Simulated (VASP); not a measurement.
# CdTe (F-43m) in VASP: further runs

The runs below take CdTe through single point, with HF, HSE06.

All numbers are computed with VASP 6.6.1; they aren't measurements. Logs are shortened: lines on timing, memory, paths and dates and some standing lists are left out, and cuts for length are marked.

**Experimental background.**

From a printed reference work, data compilation, for a bulk crystal of CdTe at 0 K: band gap 1.607 eV.

The results are compared with them further down.

**1. The cell of the first run**

Symmetry: F-43m, No. 216, cubic system. Conventional cell: a = 6.560 Å, b = 6.560 Å, c = 6.560 Å, α = 90.00°, β = 90.00°, γ = 90.00°. Within 3.7 Å of Cd (site symmetry -43m) lie 4 Te at 2.84 Å. Te (site symmetry -43m) has 4 Cd at 2.84 Å within 3.7 Å.

**2. Single point, HF**

Contents of POSCAR:

```
CdTe
1.0
    0.0000000000      3.2799012126      3.2799012126
    3.2799012126      0.0000000000      3.2799012126
    3.2799012126      3.2799012126      0.0000000000
Cd Te
1 1
Direct
    0.0000000000      0.0000000000      0.0000000000
    0.2500000000      0.2500000000      0.2500000000
```

Contents of INCAR.step1:

```
ALGO = Normal
EDIFF = 1E-5
ENCUT = 520
GGA = PE
ISIF = 2
ISMEAR = 0
LASPH = True
LCHARG = False
LREAL = False
LWAVE = True
NBANDS = 16
NELM = 60
PREC = Accurate
SIGMA = 0.01
```

Contents of INCAR.step2:

```
AEXX = 1.0
AGGAC = 0.0
ALDAC = 0.0
ALGO = Normal
EDIFF = 1E-6
ENCUT = 520
GGA = PE
ISIF = 2
ISMEAR = 0
ISTART = 1
LASPH = True
LCHARG = False
LHFCALC = True
LREAL = False
LWAVE = False
NBANDS = 16
NELM = 60
PREC = Accurate
PRECFOCK = Normal
SIGMA = 0.01
```

Contents of KPOINTS:

```
k-points
0
Gamma
  4 4 4
```

Potentials or basis: VASP PAW PBE potentials, release 64 (Cd, Te).

Started as:

```bash
cat potpaw_PBE.64/Cd/POTCAR potpaw_PBE.64/Te/POTCAR > POTCAR
cp INCAR.step1 INCAR
mpirun -np 1 vasp_std > vasp.out
cp INCAR.step2 INCAR
mpirun -np 1 vasp_std > vasp.out
```

OUTCAR:

```text
AEXX = 1.0
   EDIFF = 1E-6
   ENCUT = 520
   GGA = PE
   ISIF = 2
   ISMEAR = 0
   ISTART = 1
   LASPH = True
   LHFCALC = True
   LREAL = False
   NELM = 60
   PREC = Accurate
   PRECFOCK = Normal

 ion  position               nearest neighbor table
   1  0.000  0.000  0.000-   2 2.84   2 2.84   2 2.84   2 2.84
   2  0.250  0.250  0.250-   1 2.84   1 2.84   1 2.84   1 2.84

  LATTYP: Found a face centered cubic cell.
 ALAT       =     6.5598024252

  Lattice vectors:

 A1 = (   0.0000000000,   3.2799012126,   3.2799012126)
 A2 = (   3.2799012126,   0.0000000000,   3.2799012126)
 A3 = (   3.2799012126,   3.2799012126,   0.0000000000)

Analysis of symmetry for initial positions (statically):
=====================================================================
 Subroutine PRICEL returns:
 Original cell was already a primitive cell.

 Routine SETGRP: Setting up the symmetry group for a
 face centered cubic supercell.

 Subroutine GETGRP returns: Found 24 space group operations
 (whereof 24 operations were pure point group operations)
 out of a pool of 48 trial point group operations.

The static configuration has the point symmetry T_d .

Analysis of symmetry for dynamics (positions and initial velocities):
=====================================================================
 Subroutine PRICEL returns:
 Original cell was already a primitive cell.

 Routine SETGRP: Setting up the symmetry group for a
 face centered cubic supercell.

 Subroutine GETGRP returns: Found 24 space group operations
 (whereof 24 operations were pure point group operations)
 out of a pool of 48 trial point group operations.

The dynamic configuration has the point symmetry T_d .

 Subroutine INISYM returns: Found 24 space group operations
 (whereof 24 operations are pure point group operations),
 and found     1 'primitive' translations

----------------------------------------------------------------------------------------

                                     Primitive cell

  volume of cell :      70.5687

  direct lattice vectors                    reciprocal lattice vectors
[... 72 lines left out ...]
   EDIFFG = 0.1E-04   stopping-criterion for IOM
   NSW    =      0    number of steps for IOM
   IBRION =     -1    ionic relax: 0-MD 1-quasi-New 2-CG
   NFREE  =      0    steps in history (QN), initial steepest desc. (CG)
   ISIF   =      2    stress and relaxation
   ISYM   =      3    0-nonsym 1-usesym 2-fastsym
   POTIM  = 0.5000    time-step for ionic-motion
   TEBEG  =    0.0;   TEEND  =   0.0 temperature during run
   PSTRESS=    0.0 pullay stress
   NELECT =      18.0000    total number of electrons
   NUPDOWN=      -1.0000    fix difference up-down
   EMIN   =  10.00;   EMAX   =-10.00  energy-range for DOS
   EFERMI =   0.00;   METHOD = LEGACY
   ISMEAR =     0;   SIGMA  =   0.01  broadening in eV -4-tet -1-fermi 0-gaus
   EFERMI_NEDOS =   21; number of points for ismear=-14 and -15
   IALGO  =     38    algorithm
   IMIX   =      1    mixing-type and parameters
     AMIX     =   0.40;   BMIX     =  1.00
     AMIX_MAG =   1.60;   BMIX_MAG =  1.00
  volume/ion in A,a.u.               =      35.28       238.11
  Fermi-wavevector in a.u.,A,eV,Ry     =   1.038233  1.961976 14.666103  1.077928
  Thomas-Fermi vector in A             =   2.172708
   LORBIT       =      0    0 simple, 1 ext, 2 COOP (PROOUT), +10 PAW based schemes
   GGA     = PE    functional components
   LHFCALC =     T    Hartree Fock is set to
   PRECFOCK=normal    Normal, Fast or Accurate (Low or Medium for compatibility)
   ENCUT4O =  -1.0   cutoff for four orbital integrals eV
   NKREDX  =     1    reduce k-point grid by
   NKREDY  =     1    reduce k-point grid by
   NKREDZ  =     1    reduce k-point grid by
   AEXX    =    1.0000 exact exchange contribution
   HFSCREEN=    0.0000 screening length (either q_TF or 0.3 A-1)
   HFSCREENC=   0.0000 screening length for correlation (either q_TF or 0.3 A-1)
   ENCUTFOCK=  -1.0 apply spherical cutoff to Coloumb kernel
   IVDW    =     0    specifies the selected vdW correction
   LEPSILON=     F    determine dielectric tensor
   LRPA    =     F    only Hartree local field effects (RPA)
 non-spin polarized calculation
 Gauss-broadening in eV      SIGMA  =   0.01
  energy-cutoff  :      520.00
  volume of cell :       70.57
 maximum number of plane-waves:      1924
 NGX is ok and might be reduce to    36
  NGX = 28; NGY = 28; NGZ = 28

 number of electron      18.0000006 magnetization

 Free energy of the ion-electron system (eV)
  ---------------------------------------------------
  ext. energy  EPLUGINS =         0.00000000
  ---------------------------------------------------
  free energy    TOTEN  =       -12.50467908 eV

  energy without entropy =      -12.50467908  energy(sigma->0) =      -12.50467908

 E-fermi :  -0.5640     XC(G=0):   0.0000

 val. band max:       -0.6071776290   @ k =   0.0000   0.0000   0.0000
 cond. band min:       6.0292675172   @ k =   0.0000   0.0000   0.0000
 fundamental gap:      6.6364451463
 Fermi energy:        -0.5640067050

 k-point     1 :       0.0000    0.0000    0.0000
  band No.  band energies     occupation
      1     -14.9778      2.00000
      2     -13.8106      2.00000
      3     -13.8106      2.00000
      4     -13.8106      2.00000
      5     -13.5436      2.00000
      6     -13.5436      2.00000
[... 129 lines left out ...]
      3     -13.6870      2.00000
      4     -13.5718      2.00000
      5     -13.5442      2.00000
      6     -12.1844      2.00000
[... 8 lines left out ...]
     15      17.0817      0.00000
     16      18.3746      0.00000

------------------------ aborting loop because EDIFF is reached ----------------------------------------

  FORCE on cell =-STRESS in cart. coord.  units (eV):
  Direction    XX          YY          ZZ          XY          YZ          ZX
  --------------------------------------------------------------------------------------
  -------------------------------------------------------------------------------------
  Total        0.9663388      0.9663388      0.9663388      0.0000000      0.0000000     -0.0000000
  in kB       21.9395510     21.9395510     21.9395510      0.0000000      0.0000000     -0.0000000
  external PRESSURE =      21.9395510 kB  Pullay stress =       0.0000000 kB

 VOLUME and BASIS-vectors are now :
 -----------------------------------------------------------------------------
  energy-cutoff  :      520.00
  volume of cell :       70.57
      direct lattice vectors                 reciprocal lattice vectors
     0.000000000  3.279901213  3.279901213    -0.152443616  0.152443616  0.152443616
     3.279901213  0.000000000  3.279901213     0.152443616 -0.152443616  0.152443616
     3.279901213  3.279901213  0.000000000     0.152443616  0.152443616 -0.152443616

 POSITION                                       TOTAL-FORCE (eV/Angst)
 -----------------------------------------------------------------------------------
      0.00000      0.00000      0.00000         0.000000      0.000000      0.000000
      1.63995      1.63995      1.63995        -0.000000     -0.000000     -0.000000
 -----------------------------------------------------------------------------------
    total drift:                               -0.000004     -0.000015     -0.000010

  FREE ENERGIE OF THE ION-ELECTRON SYSTEM (eV)
  ---------------------------------------------------
  free  energy   TOTEN  =       -12.5046790776 eV

  energy  without entropy=      -12.5046790776  energy(sigma->0) =      -12.50467908
```

OUTCAR.step1:

```text
EDIFF = 1E-5
   ENCUT = 520
   GGA = PE
   ISIF = 2
   ISMEAR = 0
[... 355 lines left out ...]
 -----------------------------------------------------------------------------------
      0.00000      0.00000      0.00000         0.000000      0.000000      0.000000
      1.63995      1.63995      1.63995        -0.000000     -0.000000     -0.000000
 -----------------------------------------------------------------------------------
    total drift:                               -0.000000     -0.000000     -0.000000

  FREE ENERGIE OF THE ION-ELECTRON SYSTEM (eV)
  ---------------------------------------------------
  free  energy   TOTEN  =        -4.7459361125 eV

  energy  without entropy=       -4.7459361125  energy(sigma->0) =       -4.74593611
```

OSZICAR.step1:

```text
N       E                     dE             d eps       ncg     rms          rms(c)
DAV:   1     0.101503590775E+03    0.10150E+03   -0.82973E+03   264   0.979E+02
DAV:   2    -0.123564998352E+01   -0.10274E+03   -0.98186E+02   320   0.237E+02
DAV:   3    -0.495861538362E+01   -0.37230E+01   -0.37196E+01   328   0.458E+01
DAV:   4    -0.499240443649E+01   -0.33789E-01   -0.33788E-01   376   0.393E+00
DAV:   5    -0.499248934246E+01   -0.84906E-04   -0.84906E-04   336   0.187E-01    0.517E+00
DAV:   6    -0.476126099672E+01    0.23123E+00   -0.39174E-01   304   0.721E+00    0.431E+00
DAV:   7    -0.474419933336E+01    0.17062E-01   -0.11411E-01   296   0.213E+00    0.170E+00
DAV:   8    -0.474537277367E+01   -0.11734E-02   -0.10898E-02   272   0.115E+00    0.490E-01
DAV:   9    -0.474580095361E+01   -0.42818E-03   -0.93800E-04   296   0.303E-01    0.110E-01
DAV:  10    -0.474588600774E+01   -0.85054E-04   -0.12096E-04   304   0.969E-02    0.538E-02
DAV:  11    -0.474593738650E+01   -0.51379E-04   -0.93060E-05   272   0.554E-02    0.364E-02
DAV:  12    -0.474593611249E+01    0.12740E-05   -0.35202E-06   240   0.140E-02
   1 F= -.47459361E+01 E0= -.47459361E+01  d E =-.225448E-38
```

Wall time 38 min (1 thread of Intel Xeon 8259CL, shared host); peak memory 0.23 GiB.

What came out:

```yaml
Free_energy: -12.5047 eV
Pressure: 2.2 GPa
Band_gap_on_the_k_mesh: 6.64 eV
```

Caveat: the PAW data sets were made with another functional, which shifts forces and pressure a little; spin-orbit coupling is left out, which moves the levels of the heavy elements.

**3. Single point, HSE06**

This run uses another cell than the first one, of 35.50 Å³/atom.

Contents of POSCAR:

```
CdTe
1.0
    0.0000000000      3.2866661082      3.2866661082
    3.2866661082      0.0000000000      3.2866661082
    3.2866661082      3.2866661082      0.0000000000
Cd Te
1 1
Direct
    0.0000000000      0.0000000000      0.0000000000
    0.2500000000      0.2500000000      0.2500000000
```

Contents of INCAR.step1:

```
  PREC = Accurate
  ENCUT = 520
  EDIFF = 1E-5
  ISMEAR = -1
  SIGMA = 0.02
  LREAL = F
  LASPH = T
  NELM = 100
  ALGO = Normal
  ISIF = 2
  LWAVE = T
  LCHARG = F
  NBANDS = 16
  GGA = PE
```

Contents of INCAR.step2:

```
  PREC = Accurate
  ENCUT = 520
  EDIFF = 1E-6
  ISMEAR = -1
  SIGMA = 0.02
  LREAL = F
  LASPH = T
  NELM = 100
  ALGO = Normal
  ISIF = 2
  LWAVE = F
  LCHARG = F
  GGA = PE
  LHFCALC = T
  HFSCREEN = 0.2079
  PRECFOCK = Normal
  NBANDS = 16
  ISTART = 1
```

Contents of KPOINTS:

```
regular mesh
0
Gamma
  4 4 4
```

Potentials or basis: VASP PAW PBE potentials, release 64 (Cd, Te).

Started as:

```bash
cat potpaw_PBE.64/Cd/POTCAR potpaw_PBE.64/Te/POTCAR > POTCAR
cp INCAR.step1 INCAR
mpirun -np 1 vasp_std > vasp.out
cp INCAR.step2 INCAR
mpirun -np 1 vasp_std > vasp.out
```

Run time: 19 min. Hardware: 1 thread of Intel Xeon 8259CL, shared host; peak memory 0.32 GiB.

Results (log left out):

* Free energy: -5.9945 eV
* Pressure: 0.0 GPa
* Band gap on the k mesh: 1.42 eV

Levels at points of the mesh, in eV from the valence-band top:
```tsv
k point	band 7	band 8	band 9	band 10	band 11	band 12
(0.00, 0.00, 0.00)	0.00	0.00	0.00	1.42	5.49	5.49
(0.50, 0.00, 0.00)	-4.48	-0.76	-0.76	2.57	6.06	6.06
(0.50, 0.50, 0.00)	-4.38	-1.85	-1.85	3.36	3.47	9.73
```

Caveat: the PAW data sets were made with another functional, which shifts forces and pressure a little; spin-orbit coupling is left out, which moves the levels of the heavy elements.

**4. Against experiment**

Step 3. Measured gap of CdTe: 1.607 eV (0 K; a printed reference work, data compilation). This calculation gives 1.42 eV (-0.18 eV). Spin-orbit coupling on Cd, Te is left out. The value is that of HSE06, without temperature or zero-point motion.
